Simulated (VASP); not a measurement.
# A vacancy on the Si site in SiNi3, part 2 of 5

Wanted: what a vacancy on the Si site costs in SiNi3 and how the lattice relaxes round it. The start is a cell from a database of measured crystal structures.

VASP 6.6.1, plane waves and PAW; the level of theory is named at each step.

Still holding for the runs below: The k-mesh is coarse for a metal.

So far. Step 2 (Relaxing the host crystal): The run ended after 3 ionic steps, 0.030 eV below its first step, once forces and stress met EDIFFG = -0.02.

The database entry behind the starting cell differs from later determinations by our own check (an axis about 0.9 % long against later determinations), so it need not match the best structure at ambient conditions.

## 3. The supercell without the defect

Level of this step: PBE, spin-polarised from a ferromagnetic start; plane waves and PAW (Ni, Si) (VASP).

System of this step: SiNi3. The structure is cubic, space group Pm-3m (No. 221). The conventional cell has a = 3.503 Å, b = 3.503 Å, c = 3.503 Å, α = 90.00°, β = 90.00°, γ = 90.00°. Nearest to Ni lie 4 Si at 2.48 Å and 8 Ni at 2.48 Å. Nearest to Si lie 12 Ni at 2.48 Å. Farther neighbours are not listed.

The same cell, mesh and cutoff without the defect give the energy to subtract and, in a gapped host, the band edges to count from, so that most errors cancel.

INCAR reads:

```
SYSTEM = SiNi3
PREC = Normal
ENCUT = 300
EDIFF = 1E-05
NELM = 120
ISMEAR = 1
SIGMA = 0.2
LREAL = Auto
ALGO = Fast
GGA = PE
NBANDS = 160
ISPIN = 2
MAGMOM = 1 1 1 1 1 1 1 1 1 1 1 1 1 1 1 1 1 1 1 1 1 1 1 1 0 0 0 0 0 0 0 0
LASPH = .TRUE.
LMAXMIX = 4
LORBIT = 11
LWAVE = .FALSE.
LCHARG = .FALSE.
KPAR = 4
```

POSCAR reads:

```
SiNi3
1.0
    7.0061870318      0.0000000000      0.0000000000
    0.0000000000      7.0061870318      0.0000000000
    0.0000000000      0.0000000000      7.0061870318
Ni Si
24 8
Direct
    0.2500000000      0.2500000000      0.0000000000
    0.2500000000      0.2500000000      0.5000000000
    0.2500000000      0.7500000000      0.0000000000
    0.2500000000      0.7500000000      0.5000000000
    0.7500000000      0.2500000000      0.0000000000
    0.7500000000      0.2500000000      0.5000000000
    0.7500000000      0.7500000000      0.0000000000
    0.7500000000      0.7500000000      0.5000000000
    0.2500000000      0.0000000000      0.2500000000
    0.2500000000      0.0000000000      0.7500000000
    0.2500000000      0.5000000000      0.2500000000
    0.2500000000      0.5000000000      0.7500000000
    0.7500000000      0.0000000000      0.2500000000
    0.7500000000      0.0000000000      0.7500000000
    0.7500000000      0.5000000000      0.2500000000
    0.7500000000      0.5000000000      0.7500000000
    0.0000000000      0.2500000000      0.2500000000
    0.0000000000      0.2500000000      0.7500000000
    0.0000000000      0.7500000000      0.2500000000
    0.0000000000      0.7500000000      0.7500000000
    0.5000000000      0.2500000000      0.2500000000
    0.5000000000      0.2500000000      0.7500000000
    0.5000000000      0.7500000000      0.2500000000
    0.5000000000      0.7500000000      0.7500000000
    0.0000000000      0.0000000000      0.0000000000
    0.0000000000      0.0000000000      0.5000000000
    0.0000000000      0.5000000000      0.0000000000
    0.0000000000      0.5000000000      0.5000000000
    0.5000000000      0.0000000000      0.0000000000
    0.5000000000      0.0000000000      0.5000000000
    0.5000000000      0.5000000000      0.0000000000
    0.5000000000      0.5000000000      0.5000000000
```

KPOINTS reads:

```
Automatic mesh
0
Monkhorst-Pack
3 3 3
0 0 0
```

Potentials, in the order of the species: Ni and Si (PBE family, release 64).

Command:

```sh
$ mpirun -np 4 vasp_std
```

Output:

```text
[banner, memory and clock lines left out]
running    4 mpi-ranks, on    1 nodes
 distrk:  each k-point on    1 cores,    4 groups
 distr:  one band on    1 cores,    1 groups

 POSCAR found type information on POSCAR NiSi
 POSCAR found :  2 types and      32 ions
 LDA part: xc-table for (Slater+PW92), standard interpolation
 POSCAR, INCAR and KPOINTS ok, starting setup
 FFT: planning ... GRIDC
 FFT: planning ... GRID_SOFT
 FFT: planning ... GRID
 WAVECAR not read
 entering main loop
       N       E                     dE             d eps       ncg     rms          rms(c)
DAV:   1     0.177761024652E+04    0.17776E+04   -0.79291E+04  2560   0.150E+03
DAV:   2    -0.800092087674E+01   -0.17856E+04   -0.17244E+04  2560   0.386E+02
DAV:   3    -0.206573765884E+03   -0.19857E+03   -0.17876E+03  2568   0.151E+02
DAV:   4    -0.216820289193E+03   -0.10247E+02   -0.99148E+01  3048   0.335E+01
DAV:   5    -0.217149926063E+03   -0.32964E+00   -0.32880E+00  3120   0.585E+00    0.571E+01
RMM:   6    -0.212217166380E+03    0.49328E+01   -0.47297E+02  2600   0.987E+01    0.514E+01
RMM:   7    -0.189413873151E+03    0.22803E+02   -0.13058E+02  2562   0.579E+01    0.114E+01
RMM:   8    -0.189576919355E+03   -0.16305E+00   -0.27040E+00  2654   0.372E+00    0.397E+00
RMM:   9    -0.189577117560E+03   -0.19820E-03   -0.65403E-01  2846   0.225E+00    0.156E+00
RMM:  10    -0.189594273634E+03   -0.17156E-01   -0.16619E-01  2908   0.918E-01    0.975E-01
RMM:  11    -0.189596819688E+03   -0.25461E-02   -0.28578E-02  2913   0.467E-01    0.553E-01
RMM:  12    -0.189597171582E+03   -0.35189E-03   -0.92981E-03  2943   0.223E-01    0.223E-01
RMM:  13    -0.189597428364E+03   -0.25678E-03   -0.15841E-03  2880   0.103E-01    0.808E-02
RMM:  14    -0.189597466717E+03   -0.38353E-04   -0.38788E-04  2866   0.550E-02    0.444E-02
RMM:  15    -0.189597469080E+03   -0.23633E-05   -0.79387E-05  2180   0.216E-02
   1 F= -.18959747E+03 E0= -.18961999E+03  d E =0.675500E-01  mag=     0.0058
```

It took 27 s on 4 MPI ranks of Intel Xeon 6975P-C (Granite Rapids), shared host; peak memory 1.1 GiB; 1.7 min of CPU time.

Parts of OUTCAR (step 3):

```text
  LATTYP: Found a simple cubic cell.
 ALAT       =     7.0061870318

The static configuration has the point symmetry O_h .

 Found      4 irreducible k-points:

   k-points           NKPTS =      4   k-points in BZ     NKDIM =      4   number of bands    NBANDS=    160

   dimension x,y,z NGX =    30 NGY =   30 NGZ =   30
   dimension x,y,z NGXF=    60 NGYF=   60 NGZF=   60

   ENCUT  =  300.0 eV  22.05 Ry    4.70 a.u.   9.89  9.89  9.89*2*pi/ulx,y,z

   NELECT =     272.0000    total number of electrons

 E-fermi :  10.7055

 spin component 1
 k-point     1 :       0.0000    0.0000    0.0000
  band No.  band energies     occupation
    ...
    130      10.2961      1.00685
    131      10.4078      1.02816
    132      10.5005      1.02752
    133      10.5005      1.02752
    134      10.5005      1.02752
    135      10.7397      0.35769
    136      10.7397      0.35769
    137      10.7397      0.35769
    138      10.7411      0.35214
    139      10.7411      0.35214
    ...

 k-point     2 :       0.3333    0.0000    0.0000
  band No.  band energies     occupation
    ...
    132      10.3689      1.01930
    133      10.4845      1.03287
    134      10.4845      1.03287
    135      10.6879      0.57409
    136      10.6879      0.57409
    137      10.7400      0.35632
    138      10.7406      0.35388
    139      11.1604     -0.00298
    140      11.1604     -0.00298
    141      11.3786     -0.00001
    ...

 k-point     3 :       0.3333    0.3333    0.0000
  band No.  band energies     occupation
    ...
    132      10.4382      1.03382
    133      10.4526      1.03522
    134      10.4960      1.02938
    135      10.4960      1.02938
    136      10.5789      0.93425
    137      10.9361     -0.03458
    138      11.1019     -0.00847
    139      11.1976     -0.00138
    140      11.3542     -0.00002
    141      11.4763     -0.00000
    ...

 k-point     4 :       0.3333    0.3333    0.3333
  band No.  band energies     occupation
    ...
    133      10.5080      1.02377
    134      10.5080      1.02377
    135      10.5298      1.00752
    136      10.6075      0.86442
    137      11.0067     -0.02738
    138      11.0067     -0.02738
    139      11.2571     -0.00034
    140      11.2571     -0.00034
    141      11.2571     -0.00034
    142      11.4894     -0.00000
    ...

  Total        0.6380349      0.6380349      0.6380349      0.0000000      0.0000000     -0.0000000
  in kB        2.9724178      2.9724178      2.9724178      0.0000000      0.0000000     -0.0000000
  external PRESSURE =       2.9724178 kB  Pullay stress =       0.0000000 kB

  energy-cutoff  :      300.00
  volume of cell :      343.91
      direct lattice vectors                 reciprocal lattice vectors
     7.006187032  0.000000000  0.000000000     0.142730988  0.000000000  0.000000000
     0.000000000  7.006187032  0.000000000     0.000000000  0.142730988  0.000000000
     0.000000000  0.000000000  7.006187032     0.000000000  0.000000000  0.142730988

 POSITION                                       TOTAL-FORCE (eV/Angst)
 -----------------------------------------------------------------------------------
      1.75155      1.75155      0.00000        -0.000000     -0.000000     -0.000000
      1.75155      1.75155      3.50309         0.000000      0.000000     -0.000000
      1.75155      5.25464      0.00000        -0.000000      0.000000      0.000000
      1.75155      5.25464      3.50309         0.000000     -0.000000      0.000000
      5.25464      1.75155      0.00000         0.000000     -0.000000      0.000000
      5.25464      1.75155      3.50309        -0.000000      0.000000     -0.000000
      5.25464      5.25464      0.00000         0.000000      0.000000     -0.000000
      5.25464      5.25464      3.50309        -0.000000     -0.000000     -0.000000
      1.75155      0.00000      1.75155        -0.000000     -0.000000     -0.000000
      1.75155      0.00000      5.25464        -0.000000      0.000000      0.000000
      1.75155      3.50309      1.75155         0.000000     -0.000000     -0.000000
      1.75155      3.50309      5.25464         0.000000      0.000000      0.000000
      5.25464      0.00000      1.75155         0.000000      0.000000     -0.000000
      5.25464      0.00000      5.25464         0.000000     -0.000000      0.000000
      5.25464      3.50309      1.75155        -0.000000      0.000000     -0.000000
      5.25464      3.50309      5.25464         0.000000      0.000000      0.000000
      0.00000      1.75155      1.75155        -0.000000     -0.000000     -0.000000
      0.00000      1.75155      5.25464         0.000000     -0.000000      0.000000
      0.00000      5.25464      1.75155         0.000000      0.000000     -0.000000
      0.00000      5.25464      5.25464        -0.000000      0.000000      0.000000
      3.50309      1.75155      1.75155         0.000000      0.000000     -0.000000
      3.50309      1.75155      5.25464        -0.000000      0.000000      0.000000
      3.50309      5.25464      1.75155        -0.000000     -0.000000     -0.000000
      3.50309      5.25464      5.25464         0.000000     -0.000000      0.000000
      0.00000      0.00000      0.00000        -0.000000      0.000000      0.000000
      0.00000      0.00000      3.50309        -0.000000      0.000000      0.000000
      0.00000      3.50309      0.00000         0.000000      0.000000      0.000000
      0.00000      3.50309      3.50309        -0.000000      0.000000      0.000000
      3.50309      0.00000      0.00000        -0.000000      0.000000      0.000000
      3.50309      0.00000      3.50309        -0.000000      0.000000      0.000000
      3.50309      3.50309      0.00000        -0.000000      0.000000      0.000000
      3.50309      3.50309      3.50309        -0.000000      0.000000      0.000000
 -----------------------------------------------------------------------------------
    total drift:                                0.000000      0.000000      0.000000

  FREE ENERGIE OF THE ION-ELECTRON SYSTEM (eV)
  ---------------------------------------------------
  free  energy   TOTEN  =      -189.5974690801 eV

  energy  without entropy=     -189.6650190551  energy(sigma->0) =     -189.61998574

 total charge
# of ion       s       p       d       tot
------------------------------------------
    1        0.487   0.573   8.399   9.458
    2        0.487   0.573   8.399   9.458
    3        0.487   0.573   8.399   9.458
    4        0.487   0.573   8.399   9.458
    5        0.487   0.573   8.399   9.458
    6        0.487   0.573   8.399   9.458
    7        0.487   0.573   8.399   9.458
    8        0.487   0.573   8.399   9.458
    9        0.487   0.573   8.399   9.458
   10        0.487   0.573   8.399   9.458
   11        0.487   0.573   8.399   9.458
   12        0.487   0.573   8.399   9.458
   13        0.487   0.573   8.399   9.458
   14        0.487   0.573   8.399   9.458
   15        0.487   0.573   8.399   9.458
   16        0.487   0.573   8.399   9.458
   17        0.487   0.573   8.399   9.458
   18        0.487   0.573   8.399   9.458
   19        0.487   0.573   8.399   9.458
   20        0.487   0.573   8.399   9.458
   21        0.487   0.573   8.399   9.458
   22        0.487   0.573   8.399   9.458
   23        0.487   0.573   8.399   9.458
   24        0.487   0.573   8.399   9.458
   25        0.731   0.825   0.000   1.556
   26        0.731   0.825   0.000   1.556
   27        0.731   0.825   0.000   1.556
   28        0.731   0.825   0.000   1.556
   29        0.731   0.825   0.000   1.556
   30        0.731   0.825   0.000   1.556
   31        0.731   0.825   0.000   1.556
   32        0.731   0.825   0.000   1.556
--------------------------------------------------
tot         17.525  20.351 201.575 239.451

 magnetization (x)
# of ion       s       p       d       tot
------------------------------------------
    1        0.000   0.000  -0.000   0.000
    2        0.000   0.000  -0.000   0.000
    3        0.000   0.000  -0.000   0.000
    4        0.000   0.000  -0.000   0.000
    5        0.000   0.000  -0.000   0.000
    6        0.000   0.000  -0.000   0.000
    7        0.000   0.000  -0.000   0.000
    8        0.000   0.000  -0.000   0.000
    9        0.000   0.000  -0.000   0.000
   10        0.000   0.000  -0.000   0.000
   11        0.000   0.000  -0.000   0.000
   12        0.000   0.000  -0.000   0.000
   13        0.000   0.000  -0.000   0.000
   14        0.000   0.000  -0.000   0.000
   15        0.000   0.000  -0.000   0.000
   16        0.000   0.000  -0.000   0.000
   17        0.000   0.000  -0.000   0.000
   18        0.000   0.000  -0.000   0.000
   19        0.000   0.000  -0.000   0.000
   20        0.000   0.000  -0.000   0.000
   21        0.000   0.000  -0.000   0.000
   22        0.000   0.000  -0.000   0.000
   23        0.000   0.000  -0.000   0.000
   24        0.000   0.000  -0.000   0.000
   25       -0.000   0.000   0.000  -0.000
   26       -0.000   0.000   0.000  -0.000
   27       -0.000   0.000   0.000  -0.000
   28       -0.000   0.000   0.000  -0.000
   29       -0.000   0.000   0.000  -0.000
   30       -0.000   0.000   0.000  -0.000
   31       -0.000   0.000   0.000  -0.000
   32       -0.000   0.000   0.000  -0.000
--------------------------------------------------
tot         -0.000   0.000  -0.000  -0.000

[... 1 part as in an earlier step ...]

[... 7 further parts left out ...]
```

Numbers from this step:

```
electronic cycles                                 : 15
electrons                                         : 272
free energy (TOTEN)                               : -189.5975 eV
energy at zero smearing                           : -189.6200 eV
Fermi energy                                      : 10.71 eV
moment of the cell, from the last line of the log : 0.0058 μB
```

The spin moment in the PAW sphere vanishes on all atoms.

The host is treated as a metal, as its relaxation found a gap under 0.3 eV or none, and only the neutral defect is run.

[end of part 2 of 5]

[Lines on the potential files, build, host, timing and source positions are cut from VASP's logs without a mark.]

[Logs are printed without paths, hosts, clocks, repeated set-up lines and the standing remarks that a program may print on its own settings, such as how far it seeks lower states.]

[Hosts, paths, dates, database ids (printed as entryN), source tags and the programs' standing remarks are cut or masked in the printed files.]

[In band tables of VASP the shares of atoms and orbitals are scaled to a sum of 1 inside the atoms' spheres.]

[Runs that stopped without an error message from VASP are left out.]
